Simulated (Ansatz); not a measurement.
The system is Al2Cu (Khatyrkite).

```
CELL_PARAMETERS angstrom
-3.03350 3.03350 2.43850
3.03350 -3.03350 2.43850
3.03350 3.03350 -2.43850
ATOMIC_POSITIONS crystal
Cu 0.25000 0.25000 0.00000
Cu 0.75000 0.75000 0.00000
Al 0.34190 0.15810 0.50000
Al 0.84190 0.34190 0.18380
Al 0.65810 0.84190 0.50000
Al 0.15810 0.65810 0.81620
```

Base run:

| Item | Value |
| --- | --- |
| Program | Ansatz 0.2.0 |
| Functional | BLYP |
| Potentials or basis | Ansatz PAW |
| Cutoff | 420 eV (not typed: the program's choice for these potentials) |
| k mesh | 7 × 7 × 7 |
| Occupations | fermi-dirac, width 0.05 eV |
| Spin | no spin polarisation |

Its results: band gap on the k mesh none (metal or under the smearing width); pressure 3.9 GPa; largest force 0.084 eV/Å.

Q: The run is repeated on the same cell with these changes: functional from BLYP to revPBE. What comes out?

A: Band gap on the k mesh none (metal or under the smearing width); pressure 1.5 GPa; largest force 0.016 eV/Å.

Caveats: the PAW data sets come from PBE, with cores solved anew for the run's functional, which leaves a small shift of forces and pressure.
